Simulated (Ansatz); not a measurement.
## Preparing Al2O3 (R-3c) as a host crystal

Aim: the runs on the perfect crystal Al2O3 (R-3c) that a defect calculation needs first.

Method: plane-wave PAW DFT, PBEsol; relaxation of the host's cell and atoms, in the first sound run; inputs show where later runs differ, in Ansatz 0.2.0.

### Step 1. Starting point

It takes space group R-3c (No. 167, trigonal). Conventional cell: a = 4.805 Å, b = 4.805 Å, c = 13.116 Å, α = 90.00°, β = 90.00°, γ = 120.00°. Nearest to Al lie 6 O at 1.87 to 1.99 Å. Nearest to O lie 4 Al at 1.87 to 1.99 Å. Farther neighbours and most contacts between anions are not listed.

### Step 2. Host cell relaxation

Cell and atoms are relaxed together, until forces and stress fall under their thresholds.

cell/input.yaml reads:

```yaml
crystal:
  lattice:
    - [2.4025136, 1.3870919, 4.3720844]
    - [-2.4025136, 1.3870919, 4.3720844]
    - [0.0, -2.7741838, 4.3720844]
  atoms:
    - { symbol: Al, position: [0.647904, 0.647904, 0.647904] }
    - { symbol: Al, position: [0.852096, 0.852096, 0.852096] }
    - { symbol: Al, position: [0.147904, 0.147904, 0.147904] }
    - { symbol: Al, position: [0.352096, 0.352096, 0.352096] }
    - { symbol: O, position: [0.4438545, 0.0561455, 0.75] }
    - { symbol: O, position: [0.9438545, 0.25, 0.5561455] }
    - { symbol: O, position: [0.0561455, 0.75, 0.4438545] }
    - { symbol: O, position: [0.75, 0.4438545, 0.0561455] }
    - { symbol: O, position: [0.25, 0.5561455, 0.9438545] }
    - { symbol: O, position: [0.5561455, 0.9438545, 0.25] }
basis:
  ecutwfc: 420
  xc_grid: 2
hamiltonian:
  xc: pbesol
kpoints:
  mp_grid: { grid: [7, 7, 7] }
scf:
  occupations: { method: fixed }
  max_iter: 100
relax:
  f_tol: 0.005
  max_steps: 60
  cell: {}
output:
  forces: true
  stress: true
checkpoint:
  write: "../cell.run"
  compress: false
  write_wavefunctions: false
  write_every: 100000
```

Run with:

```bash
> ansatz run input.yaml --threads 8 --pin off --max-ram 22609MiB --backend cpu --events-out ev --progress --plain --runs-dir out
```

Numbers of over 12 decimals in the logs are rounded to 6 here.

The program printed:

```text
[... repeated set-up lines and file paths are left out, and long positions are rounded to six places ...]
Engine: ansatz 0.2.0, aarch64-unknown-linux-gnu
Pseudopotentials: kind: paw
Pseudopotential: Al, paw, valence charge 3, recommended cutoff 420 eV (normal), Al.paw.azcp
Pseudopotential: O, paw, valence charge 6, recommended cutoff 420 eV (normal), O.paw.azcp
Functional definition: PBEsol
  exchange = pbesol_x
  correlation = pbesol_c
Crystal: 10 atoms, lattice volume = 87.420 Å³
Basis set: ecut = 420 eV, 1707 PW (Γ), exchange–correlation on 72×72×72 points (8 copies of the dense FFT grid, shifted against one another)
Bands: 34, of which v1, the nominal top of the filled ones, is band 24 counted from 1 (23 counted from 0)
Symmetry: 12 space group operations
Space group: R-3c (ITA 167), of the structure as read, at distance tolerance 4.4e-5 Å
k-points: 44 of 343
Non-local potential: Al, projectors of the file, l = 0: 2, l = 1: 2, l = 2: 1
Non-local potential: O, projectors of the file, l = 0: 2, l = 1: 2, l = 2: 1
PAW form: soft (Blöchl's): semilocal exchange-correlation on the pseudo side does not see the compensation charge
PAW frozen core: Al, regenerated for the run's functional, and the local potential with it (the file was generated under x = pbe(κ = 0.804, μ = 0.219515), c = pbe(β = 0.066725))
PAW frozen core: O, regenerated for the run's functional, and the local potential with it (the file was generated under x = pbe(κ = 0.804, μ = 0.219515), c = pbe(β = 0.066725))
PAW one-centre angular grid: Al, 110 points (default); XC on 64 Gauss nodes
PAW one-centre angular grid: O, 110 points (default); XC on 64 Gauss nodes
Initial density: superposition of atomic densities (neutral atoms: chi_scale 0, normalization atom), corrected by the library's trained network
Initial wavefunctions: pseudopotential atomic-orbital guess
Functional: x = pbesol(κ = 0.804, μ = 0.123457), c = pbesol(β = 0.046)
SCF iter   1: F=—  HF=-5478.871218 eV  |F-HF|=—  |Δ(HF+E_count)|=         —  Δρ=1.60e-2  dr2=1.70e-1  ethr=1.77e-3  ⟨swp⟩=5.2  Hψ=5970  notcnv=0  defer=326
preconditioner: auto → Resta (q_TF=auto, 2.469 Å⁻¹)  ε∞=3.6  [insulator: Δε(μ)=5.664 eV  Ē_g=17.047 eV  n_scr=20 (ndim 8)  ℏωp=27.5 eV  f_vac=0.000  ε∞_Penn≈3.6]
SCF iter   2: F=—  HF=-5478.820081 eV  |F-HF|=—  |Δ(HF+E_count)|=   5.11e-2  Δρ=2.05e-3  dr2=1.57e-3  ethr=3.55e-4  ⟨swp⟩=2.6  Hψ=2769  notcnv=0  defer=350
SCF iter   3: F=—  HF=-5478.820249 eV  |F-HF|=—  |Δ(HF+E_count)|=   1.68e-4  Δρ=1.10e-3  dr2=5.56e-4  ethr=3.26e-6  ⟨swp⟩=2.0  Hψ=1737  notcnv=0  defer=308
automatic band count: iteration 3 solves 33 bands in place of 34: the levels show a gap, and the empty bands left out lie too high to hold charge; the band table lists the bands solved (type scf.n_extra_bands for more)
SCF iter   4: F=—  HF=-5478.820319 eV  |F-HF|=—  |Δ(HF+E_count)|=   7.02e-5  Δρ=8.12e-5  dr2=5.01e-6  ethr=1.16e-6  ⟨swp⟩=2.4  Hψ=2173  notcnv=0  defer=300
SCF iter   5: F=—  HF=-5478.820331 eV  |F-HF|=—  |Δ(HF+E_count)|=   1.19e-5  Δρ=1.75e-5  dr2=2.14e-7  ethr=1.04e-8  ⟨swp⟩=2.6  Hψ=2454  notcnv=0  defer=200
SCF iter   6: F=-5478.820331 eV  HF=-5478.820331 eV  |F-HF|=4.58e-9  |Δ(HF+E_count)|=   5.94e-8  Δρ=2.92e-6  dr2=9.98e-9  ethr=2.08e-10  ⟨swp⟩=4.0  Hψ=4531  notcnv=0
SCF 1 converged in 6 iterations: F = -5478.820331 eV  dr2 = 9.98e-9
  greatest PAW one-centre occupation: 0.857 electrons in one spin orbital (limit 2), on the O atom at site 9 (counted from 0), in its partial waves of l = 0
relax step   1: F+E_penalty+E_count = -5478.82033109 eV  Δ(F+E_penalty+E_count) = +0.000e0 eV  max|allowed force component| = 4.971e-2 eV/Å  Δτ_max = 0.0000 Å  P = -4.850 GPa  Ω = 87.420 Å³  (6 SCF iters, dr2 threshold 1.00e-7 eV, accepted)
[... the SCF cycles and remarks between the steps are left out from here to the last step ...]
relax step   2: F+E_penalty+E_count = -5478.84382496 eV  Δ(F+E_penalty+E_count) = -2.349e-2 eV  max|allowed force component| = 2.821e-2 eV/Å  Δτ_max = 0.0021 Å  P = -2.660 GPa  Ω = 86.618 Å³  energy of the carried Pulay correction = +4.597e-3 eV  (5 SCF iters, dr2 threshold 1.00e-6 eV, accepted)
relax step   3: F+E_penalty+E_count = -5478.85709568 eV  Δ(F+E_penalty+E_count) = -1.327e-2 eV  max|allowed force component| = 3.007e-2 eV/Å  Δτ_max = 0.0006 Å  P = +0.049 GPa  Ω = 85.677 Å³  energy of the carried Pulay correction = +1.005e-2 eV  (5 SCF iters, dr2 threshold 1.00e-6 eV, accepted)
relax step   4: F+E_penalty+E_count = -5478.85714019 eV  Δ(F+E_penalty+E_count) = -4.451e-5 eV  max|allowed force component| = 1.533e-2 eV/Å  Δτ_max = 0.0008 Å  P = +0.008 GPa  Ω = 85.686 Å³  energy of the carried Pulay correction = +9.997e-3 eV  (4 SCF iters, dr2 threshold 5.65e-8 eV, accepted)
relax step   5: F+E_penalty+E_count = -5478.85713552 eV  Δ(F+E_penalty+E_count) = +4.671e-6 eV  max|allowed force component| = 4.932e-3 eV/Å  Δτ_max = 0.0007 Å  P = -0.009 GPa  Ω = 85.692 Å³  energy of the carried Pulay correction = +9.965e-3 eV  (4 SCF iters, dr2 threshold 1.47e-8 eV, accepted)
relax step   6: F+E_penalty+E_count = -5478.84826372 eV  Δ(F+E_penalty+E_count) = +8.872e-3 eV  max|allowed force component| = 4.627e-3 eV/Å  Δτ_max = 0.0000 Å  P = -0.205 GPa  Ω = 85.692 Å³  stress off target by 2.09e-1 GPa  SCF on the basis re-selected at this cell (its energy is not comparable with the rows above)  (5 SCF iters)
relax step   7: F+E_penalty+E_count = -5478.84871385 eV  Δ(F+E_penalty+E_count) = -4.501e-4 eV  max|allowed force component| = 2.287e-5 eV/Å  Δτ_max = 0.0003 Å  P = -0.004 GPa  Ω = 85.622 Å³  energy of the carried Pulay correction = +4.012e-4 eV  (4 SCF iters, dr2 threshold 1.09e-7 eV, accepted)
iter 1 solved again at ethr=1.91e-8 eV; its pass at ethr=3.10e-3 eV (dr2=9.16e-6 eV) is discarded
SCF iter   1: F=—  HF=-5478.848232 eV  |F-HF|=—  |Δ(HF+E_count)|=         —  Δρ=1.11e-5  dr2=2.52e-8  ethr=1.91e-8  ⟨swp⟩=3.0  Hψ=9935  notcnv=0  defer=347
SCF iter   2: F=—  HF=-5478.848243 eV  |F-HF|=—  |Δ(HF+E_count)|=   1.03e-5  Δρ=5.10e-6  dr2=7.93e-9  ethr=5.25e-11  ⟨swp⟩=2.0  Hψ=2354  notcnv=0  defer=334
SCF iter   3: F=—  HF=-5478.848243 eV  |F-HF|=—  |Δ(HF+E_count)|=   4.40e-9  Δρ=1.99e-6  dr2=1.46e-9  ethr=1.65e-11  ⟨swp⟩=2.1  Hψ=2149  notcnv=0  defer=334
SCF iter   4: F=—  HF=-5478.848243 eV  |F-HF|=—  |Δ(HF+E_count)|=  8.91e-10  Δρ=3.33e-7  dr2=1.00e-10  ethr=3.04e-12  ⟨swp⟩=3.0  Hψ=2517  notcnv=0  defer=334
SCF iter   5: F=-5478.848243 eV  HF=-5478.848243 eV  |F-HF|=3.64e-12  |Δ(HF+E_count)|=  3.82e-11  Δρ=7.31e-8  dr2=3.20e-12  ethr=1.00e-12  ⟨swp⟩=4.0  Hψ=4574  notcnv=0
SCF 8 converged in 5 iterations: F = -5478.848243 eV  dr2 = 3.20e-12
relax step   8: F+E_penalty+E_count = -5478.84824275 eV  Δ(F+E_penalty+E_count) = +4.711e-4 eV  max|allowed force component| = 4.126e-5 eV/Å  Δτ_max = 0.0000 Å  P = -0.009 GPa  Ω = 85.622 Å³  stress off target by 9.19e-3 GPa  SCF on the basis re-selected at this cell (its energy is not comparable with the rows above)  (5 SCF iters)
basis re-selected at this cell: Δ(F+E_penalty+E_count) = +4.711e-4 eV, ΔP = -0.005 GPa vs the last step (what re-selecting the basis moved, of the pressure what is left beyond the Pulay correction that the steps carried, after the strain that the cell walked [...]
SCF converged after 5 iterations
Free energy (F): -5478.848243 eV
Harris-Foulkes:  -5478.848243 eV  (|F-HF|=3.64e-12)
Internal energy: -5478.848243 eV  (E = F + TS)
E sigma→0 (E₀):  -5478.848243 eV
Fermi energy:    7.540257 eV
--- Per-component energies (eV) ---
  E_band       = 58.003500
  E_kinetic    = 1178.143740
  E_local      = -1978.782719  (includes V_loc(G=0)·N_el)
  E_nonlocal   = 326.503290
  E_hartree    = 728.900893
  E_xc         = -605.825314
  E_vxc        = -692.594705  (∫ρ·V_xc dr)
  E_paw        = -2736.808600  (= ΣΔE_a)
  E_vpaw       = -233.082956  (= ΣTr[D̂ρ^β])
  E_aug_tail   = 0.015146  (compensation charges beyond the density's cutoff)
  E_ewald      = -2391.282962
  E_core_change = 0.288284  (= ΣΔE_core)
  E_smearing   = -0.000000  (= −TS)
  E_closure    = 0.000000  (closes the sum)
  Σ components = -5478.848243   (vs F -5478.848243, Δ=0.00e0)
--- Forces (eV/Å), atoms counted from 1 ---
  atom   1  Al     0.00000000     0.00000000     0.00000657
  atom   2  Al    -0.00000000    -0.00000000    -0.00000657
  atom   3  Al     0.00000000     0.00000000     0.00000657
  atom   4  Al     0.00000000    -0.00000000    -0.00000657
  atom   5  O     -0.00004126    -0.00000000     0.00000000
  atom   6  O     -0.00002063    -0.00003573     0.00000000
  atom   7  O      0.00002063     0.00003573     0.00000000
  atom   8  O      0.00002063    -0.00003573     0.00000000
  atom   9  O     -0.00002063     0.00003573    -0.00000000
  atom  10  O      0.00004126     0.00000000     0.00000000
  max |Σ_I F_I| component: 1.79e-17 eV/Å
--- Stress (GPa, compression-positive) ---
       -0.009185      -0.000000      -0.000000
       -0.000000      -0.009185       0.000000
       -0.000000      -0.000000      -0.007187
  P = ⅓ Tr σ = -0.0085 GPa (-0.085 kbar)
--- Relaxed structure (6 steps of the walk, 6 accepted, 2 SCFs on fresh bases) ---
  F+E_penalty+E_count = -5478.84824275 eV   max|allowed force component| = 4.126e-5 eV/Å   (the final SCF, on the basis selected at the relaxed cell)
  cell:  # Å, volume = 85.6225 Å³
    - [2.386934, 1.378097, 4.338269]
    - [-2.386934, 1.378097, 4.338269]
    - [0, -2.756194, 4.338269]
  atoms:
    - { symbol: Al, position: [0.647921, 0.647921, 0.647921] }
    - { symbol: Al, position: [0.852079, 0.852079, 0.852079] }
    - { symbol: Al, position: [0.147921, 0.147921, 0.147921] }
    - { symbol: Al, position: [0.352079, 0.352079, 0.352079] }
    - { symbol: O, position: [0.444140, 0.055860, 0.75] }
    - { symbol: O, position: [0.944140, 0.250000, 0.555860] }
    - { symbol: O, position: [0.055860, 0.750000, 0.444140] }
    - { symbol: O, position: [0.75, 0.444140, 0.055860] }
    - { symbol: O, position: [0.250000, 0.555860, 0.944140] }
    - { symbol: O, position: [0.555860, 0.944140, 0.250000] }
```

The job ended after 22 s (8 threads of Arm Neoverse V2, shared host; peak memory 0.51 GiB; 45 s of CPU time).

The steps of the relaxation:

```csv
step,energy less that of the first step (eV),largest force component (eV/Å),pressure (GPa),volume (Å³)
1,0.0000,0.0497,-4.85,87.42
2,-0.0235,0.0282,-2.66,86.62
3,-0.0368,0.0301,0.05,85.68
4,-0.0368,0.0153,0.01,85.69
5,-0.0368,0.0049,-0.01,85.69
6,-0.0279,0.0046,-0.20,85.69
7,-0.0284,0.0000,0.00,85.62
8*,-0.0279,0.0000,-0.01,85.62
```

Relaxation steps marked * repeat the geometry before them on a plane-wave basis chosen anew for their cell, so energy and pressure can jump there. The log counts 2 steps on a newly chosen plane-wave basis, not all of them marked here; energy and pressure can jump at such steps.

Forces are held to the 12 operations that the run works with; a distortion that breaks them can't arise in this run.

```csv
"conventional cell, symmetrised",before,after,change
a (Å),4.805,4.774,-0.6 %
b (Å),4.805,4.774,-0.6 %
c (Å),13.116,13.015,-0.8 %
volume (Å³/atom),8.74,8.56,-2.1 %
```

Numbers from this step:

| Item | Value |
| --- | --- |
| pressure | -0.008519 GPa |

The relaxation ends with a largest force component of 4.1e-5 eV/Å and a pressure of -0.01 GPa.

### Step 3. Dielectric tensors of the host

The response to a uniform electric field gives the electronic dielectric tensor.

This step: plane-wave PAW DFPT, PBEsol; dielectric tensors, Born charges and zone-centre modes of the host (Ansatz 0.2.0).

eps/input.yaml reads:

```yaml
crystal:
  lattice:
    - [2.3869337137, 1.3780968221, 4.3382690299]
    - [-2.3869337137, 1.3780968221, 4.3382690299]
    - [0.0, -2.7561936443, 4.3382690299]
  atoms:
    - { symbol: Al, position: [0.6479208861, 0.6479208861, 0.6479208861] }
    - { symbol: Al, position: [0.8520791139, 0.8520791139, 0.8520791139] }
    - { symbol: Al, position: [0.1479208861, 0.1479208861, 0.1479208861] }
    - { symbol: Al, position: [0.3520791139, 0.3520791139, 0.3520791139] }
    - { symbol: O, position: [0.4441402346, 0.0558597654, 0.75] }
    - { symbol: O, position: [0.9441402346, 0.25, 0.5558597654] }
    - { symbol: O, position: [0.0558597654, 0.75, 0.4441402346] }
    - { symbol: O, position: [0.75, 0.4441402346, 0.0558597654] }
    - { symbol: O, position: [0.25, 0.5558597654, 0.9441402346] }
    - { symbol: O, position: [0.5558597654, 0.9441402346, 0.25] }
basis:
  ecutwfc: 420
hamiltonian:
  xc: pbesol
kpoints:
  mp_grid: { grid: [6, 6, 6] }
scf:
  occupations: { method: fixed }
  max_iter: 100
phonons:
  method: dfpt
  dielectric: true
  rigid_motions: translations
```

The program printed:

```text
[...]
Crystal: 10 atoms, lattice volume = 85.622 Å³
Basis set: ecut = 420 eV, 1653 PW (Γ), exchange–correlation on 72×72×72 points (8 copies of the dense FFT grid, shifted against one another)
Bands: 34, of which v1, the nominal top of the filled ones, is band 24 counted from 1 (23 counted from 0)
Symmetry: 12 space group operations
k-points: 112 of 216 (irreducible under 1 space group operation, time reversal used)
[...]
SCF iter   1: F=—  HF=-5478.899070 eV  |F-HF|=—  |Δ(HF+E_count)|=         —  Δρ=1.61e-2  dr2=1.68e-1  ethr=1.77e-3  ⟨swp⟩=5.1  Hψ=15355  notcnv=0  defer=827
[...]
SCF iter   8: F=-5478.848116 eV  HF=-5478.848116 eV  |F-HF|=9.09e-13  |Δ(HF+E_count)|=  1.20e-10  Δρ=1.02e-7  dr2=7.19e-12  ethr=1.00e-12  ⟨swp⟩=15.5  Hψ=26430  notcnv=0
SCF 1 converged in 8 iterations: F = -5478.848116 eV  dr2 = 7.19e-12
[...]
NSCF: frozen V_eff on 6 k-points
DFPT response loops at Γ: preconditioner auto → none (the input reference at scf.mixing.eps_inf says where Resta's filter doesn't serve); β = 0.50; Broyden in place of MSR1
SCF converged after 8 iterations
Free energy (F): -5478.848116 eV
[...]
Internal energy: -5478.848116 eV  (E = F + TS)
E sigma→0 (E₀):  -5478.848116 eV
Fermi energy:    7.540257 eV
[...]
--- Band table (eV; the first three rows and the last of 112) ---
[...]
[... further k-points left out ...]
--- Phonons (Γ-DFPT): 5 representative perturbations + reference, on 112 of 216 k-points (Σ response iterations 18) ---
  k mesh reduced under 1 symmetry operation, with k and −k counted as one. Each operation leaves every solved perturbation unchanged. A smaller set is not considered because the run solves the response to a homogeneous field
  ASR residual: 4.403e-5 → 0.000e0 eV/Å²; symmetrization residual: 3.577e-5 eV/Å²
  ASR residual per site (eV/Å²): 1.95e-5 1.95e-5 1.95e-5 1.95e-5 4.40e-5 4.40e-5 4.40e-5 4.40e-5 4.40e-5 4.40e-5
  Γ frequencies (cm⁻¹): 0.00 0.00 0.00 297.49 363.68 363.68 376.61 376.61 383.42 405.35 420.41 420.41 424.97 424.97 433.50 433.50 514.15 556.37 556.37 561.85 561.85 567.45 589.11 613.94 613.94 624.27 673.96 729.12 729.12 730.73
  ε∞ (high-frequency dielectric tensor):
        3.295622     0.000000    -0.000000
       -0.000000     3.295622     0.000000
        0.000000     0.000000     3.257177
  ε⁰ (static dielectric tensor: ions relaxed, cell fixed):
        9.716992     0.000000    -0.000000
        0.000000     9.716992    -0.000000
       -0.000000    -0.000000    11.805429
  ε⁰ − ε∞ (ionic part):
        6.421370     0.000000    -0.000000
        0.000000     6.421370    -0.000000
       -0.000000    -0.000000     8.548252
  softest optical mode at Γ: 297.49 cm⁻¹; the repairs (sum rule, projections) moved no ω² at Γ by more than (4.40 cm⁻¹)²
  Born effective charges Z* (e; rows j = field, columns β = displacement):
    site 0:
         2.98076   -0.03049   -0.00000
         0.03049    2.98076    0.00000
         0.00000    0.00000    2.94701
    site 1:
         2.98076    0.03049    0.00000
        -0.03049    2.98076    0.00000
        -0.00000    0.00000    2.94701
    site 2:
         2.98076    0.03049    0.00000
        -0.03049    2.98076    0.00000
        -0.00000    0.00000    2.94701
    site 3:
         2.98076   -0.03049   -0.00000
         0.03049    2.98076    0.00000
         0.00000    0.00000    2.94701
    site 4:
        -2.08820   -0.00000    0.00000
        -0.00000   -1.88614    0.27217
        -0.00000    0.36582   -1.96467
    site 5:
        -1.93666   -0.08749    0.23570
        -0.08749   -2.03769   -0.13608
         0.31681   -0.18291   -1.96467
    site 6:
        -1.93666   -0.08749    0.23570
        -0.08749   -2.03769   -0.13608
         0.31681   -0.18291   -1.96467
    site 7:
        -1.93666    0.08749   -0.23570
         0.08749   -2.03769   -0.13608
        -0.31681   -0.18291   -1.96467
    site 8:
        -1.93666    0.08749   -0.23570
         0.08749   -2.03769   -0.13608
        -0.31681   -0.18291   -1.96467
    site 9:
        -2.08820   -0.00000    0.00000
        -0.00000   -1.88614    0.27217
         0.00000    0.36582   -1.96467
  Z* charge neutrality: 6.913e-5 e pre-enforcement
  k-mesh period / interband length: 28.6 Å / 1.27 Å = 22.49 at k = (0.0000, 0.0000, 0.0000), direct gap 6.030 eV — 14 or more, which is no proof of convergence
  optical modes at Γ without the LO–TO term, one row a degenerate level:
      ω (cm⁻¹)  modes    IR ((D/Å)²/amu)
        297.49      1             0.0000
[...]
optical modes at Γ + LO–TO along q̂ = [1.0000, 0.0000, 0.0000]:
      ω (cm⁻¹)  modes    IR ((D/Å)²/amu)
[...]
optical modes at Γ + LO–TO along q̂ = [0.0000, 1.0000, 0.0000]:
      ω (cm⁻¹)  modes    IR ((D/Å)²/amu)
[...]
optical modes at Γ + LO–TO along q̂ = [0.0000, 0.0000, 1.0000]:
      ω (cm⁻¹)  modes    IR ((D/Å)²/amu)
[...]
433.50      2             0.0000
        487.07      1             2.0577
        514.15      1             0.0000
        556.37      2            81.2406
        561.85      2             0.0000
        589.11      1             0.0000
        613.94      2             7.1723
        624.27      1             0.0000
        673.96      1             0.0000
        729.12      2             0.0000
        730.73      1             0.0000
        850.41      1            62.2010
```

Run time: 82 s. Hardware: 8 threads; peak memory 1.5 GiB.

Electronic dielectric tensor:

```
3.30 0.00 0.00
0.00 3.30 0.00
0.00 0.00 3.26
```

Static dielectric tensor:

```
 9.72  0.00  0.00
 0.00  9.72  0.00
 0.00  0.00 11.81
```

The principal values of the electronic dielectric tensor are 3.26, 3.30 and 3.30. The principal values of the static dielectric tensor are 9.72, 9.72 and 11.81.

### Step 4. Primitive cell on a dense mesh

A dense mesh gives the host's converged energy, against which the supercell's sampling is tested.

This step: plane-wave PAW DFT, PBEsol; single point of the host's primitive cell on a dense mesh (Ansatz 0.2.0).

dense/input.yaml, as its differences from eps/input.yaml of step 3:

```diff
@@ -18,2 +18,3 @@
   ecutwfc: 420
+  xc_grid: 2
 hamiltonian:
@@ -21,9 +22,5 @@
 kpoints:
-  mp_grid: { grid: [6, 6, 6] }
+  mp_grid: { grid: [7, 7, 7] }
 scf:
-  occupations: { method: fixed }
-  max_iter: 100
-phonons:
-  method: dfpt
-  dielectric: true
-  rigid_motions: translations
+  occupations: { method: fermi_dirac, width: 0.01 }
+  max_iter: 80
```

The program printed:

```text
[...]
Crystal: 10 atoms, lattice volume = 85.622 Å³
Basis set: ecut = 420 eV, 1653 PW (Γ), exchange–correlation on 72×72×72 points (8 copies of the dense FFT grid, shifted against one another)
Bands: 34, of which v1, the nominal top of the filled ones, is band 24 counted from 1 (23 counted from 0)
Symmetry: 12 space group operations
[...]
k-points: 44 of 343
[...]
SCF iter   1: F=—  HF=-5478.899335 eV  |F-HF|=—  |Δ(HF+E_count)|=         —  Δρ=1.61e-2  dr2=1.69e-1  ethr=1.77e-3  ⟨swp⟩=7.5  Hψ=7992  notcnv=0  defer=1
[...]
SCF iter   6: F=-5478.848243 eV  HF=-5478.848243 eV  |F-HF|=3.71e-9  |Δ(HF+E_count)|=   5.96e-8  Δρ=3.21e-6  dr2=1.17e-8  ethr=2.08e-10  ⟨swp⟩=2.0  Hψ=2684  notcnv=0
SCF 1 converged in 6 iterations: F = -5478.848243 eV  dr2 = 1.17e-8
[...]
SCF converged after 6 iterations
Free energy (F): -5478.848243 eV
[...]
Internal energy: -5478.848243 eV  (E = F + TS)
E sigma→0 (E₀):  -5478.848243 eV
Fermi energy:    10.557597 eV
[...]
```

The job ended after 1.1 s (8 threads; peak memory 0.47 GiB).

(Continued in part 2 of 3.)

[Logs are printed without paths, hosts, clocks, repeated set-up lines and the standing remarks that a program may print on its own settings, such as how far it seeks lower states.]

[Hosts, paths, dates, database ids (printed as entryN), source tags and the programs' standing remarks are cut or masked in the printed files.]

[Runs of the host that timed out are not shown.]

[For some hosts the program warned that the k-mesh of the response run may be too coarse for force constants and the static dielectric constant; such warnings are not always shown.]
